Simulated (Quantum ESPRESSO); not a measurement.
NaCl in Quantum ESPRESSO: the effect of target pressure

The system is NaCl.

```
CELL_PARAMETERS angstrom
3.50219 0.00000 0.00000
0.00000 3.50219 0.00000
0.00000 0.00000 3.50219
ATOMIC_POSITIONS crystal
Cl 0.50000 0.50000 0.50000
Na 0.00000 0.00000 0.00000
```

Measurements of this composition are mostly on another form, of space group No. 225.

Alike in all runs:

* Program: Quantum ESPRESSO 7.5
* Task: relaxation of cell and atoms
* Functional: PBEsol
* Potentials or basis: SSSP 1.3 efficiency PBE
* Cutoff: 857 eV
* Density cutoff: 6884 eV
* k mesh: 8 × 8 × 8
* Occupations: fermi-dirac, width 0.05 eV
* Spin: no spin polarisation

Each run relaxes the cell or the atoms first.

```tsv
target pressure	relaxed volume (Å³/atom)	gap on the mesh (eV)
0 GPa	20.53	3.96
2 GPa	19.33	4.18
5 GPa	18.05	4.45
10 GPa	16.62	4.82
20 GPa	?	?
30 GPa	13.72	4.70
```

Question: What does the run with target pressure 20 GPa give?

Answer: Relaxed volume 14.85 Å³/atom; gap on the mesh 4.92 eV.

Worked out: In Murnaghan's law V^(-B') rises as a straight line in P. The other rows fit best with B' = 4.0, V0 = 20.52 Å³/atom and B0 = 30 GPa, which gives 14.83 Å³/atom at 20 GPa, against the run's 14.85. A parabola through the other rows of the gap on the mesh, of slope -0.00566 eV per GPa there, gives 5.06 eV, against the run's 4.92. The fit is too stiff a form for this range.

Caveats: the potentials were made for another functional, which shifts forces and pressure; the volume moved by over 15 % at a fixed basis, so the end points are rough (some runs).

A k mesh can miss the band edges.
